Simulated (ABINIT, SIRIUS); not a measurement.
This is a calculation of MoS2 for ABINIT 10.8.3 (patched build). Measurements of this composition are mostly on another form, of space group No. 194.

The input run.abi:

```
pp_dirpath "./"
pseudos "Mo.upf, S.upf"

acell 6.0990240984 6.0990240983 11.9288459328
rprim
     1.0000000000     0.0000000000     0.0000000000
    -0.5000000000     0.8660254038     0.0000000000
     0.0000000000     0.0000000000     1.0000000000
ntypat 2
znucl 42 16
natom 3
typat 1 2 2
xred
     0.0000000000     0.0000000000     0.5000000000
     0.6666666667     0.3333333333     0.7446806800
     0.3333333333     0.6666666667     0.2553193200

ecut 40.0

kptopt 1
ngkpt 9 9 4
nshiftk 1
shiftk 0.0 0.0 0.0

ixc -116133

nband 17
occopt 3
tsmear 0.05 eV

nstep 100
tolvrs 1.0e-10

iomode 3
prtwf 0
prteig 0
prtebands 0
prtden 1
prtvha 1
prtvclmb 1
prtpot 1
prtelf 1
```

Potentials or basis: PseudoDojo NC SR PBEsol v0.4.1 standard.

Run with:

```bash
$ abinit run.abi > log 2>&1
```

Problem. Set up the same calculation for SIRIUS 7.10.0. Potentials or basis there: PseudoDojo 0.4.1 PBEsol standard (scalar relativistic), cutoff 1102 eV.

Solution. As run (cutoffs and basis follow the program's own potentials, and thresholds, step limits or extra output files can differ):

sirius.json

```json
{
  "control": {
    "processing_unit": "cpu",
    "verbosity": 2,
    "num_bands_to_print": 21,
    "print_forces": true,
    "print_stress": true
  },
  "parameters": {
    "electronic_structure_method": "pseudopotential",
    "xc_functionals": ["XC_GGA_X_PBE_SOL", "XC_GGA_C_PBE_SOL"],
    "gk_cutoff": 9.0,
    "pw_cutoff": 18.0,
    "ngridk": [9, 9, 4],
    "shiftk": [0, 0, 0],
    "smearing": "fermi_dirac",
    "smearing_width": 0.0018374661,
    "num_bands": 21,
    "num_mag_dims": 0,
    "num_dft_iter": 100,
    "energy_tol": 1e-08,
    "density_tol": 1e-06
  },
  "iterative_solver": {
    "type": "davidson",
    "min_tolerance": 1e-09,
    "tolerance_scale": [0.1, 0.25]
  },
  "mixer": {
    "type": "anderson",
    "beta": 0.7,
    "max_history": 8
  },
  "settings": {
    "tol_ne": 1e-10,
    "pseudo_grid_cutoff": 6.5
  },
  "unit_cell": {
    "lattice_vectors": [
      [1.0, 0.0, 0.0],
      [-0.5, 0.866025403766, 0.0],
      [0.0, 0.0, 1.95586141986]
    ],
    "lattice_vectors_scale": 6.0990240984,
    "atom_coordinate_units": "lattice",
    "atom_types": ["Mo", "S"],
    "atom_files": {
      "Mo": "Mo.json",
      "S": "S.json"
    },
    "atoms": {
      "Mo": [
        [0.0, 0.0, 0.5]
      ],
      "S": [
        [0.6666666667, 0.3333333333, 0.74468068],
        [0.3333333333, 0.6666666667, 0.25531932]
      ]
    }
  }
}
```

Potentials or basis: PseudoDojo 0.4.1 PBEsol standard (scalar relativistic).

Run with:

```console
$ upf_to_json Mo.upf
$ upf_to_json S.upf
$ OMP_NUM_THREADS=1 sirius.scf --input=sirius.json --output=out.json --task=0
```

Both were run:

|  | ABINIT | SIRIUS |
| --- | --- | --- |
| Pressure | -3.4 GPa | -3.4 GPa |

Pressure is positive in compression.
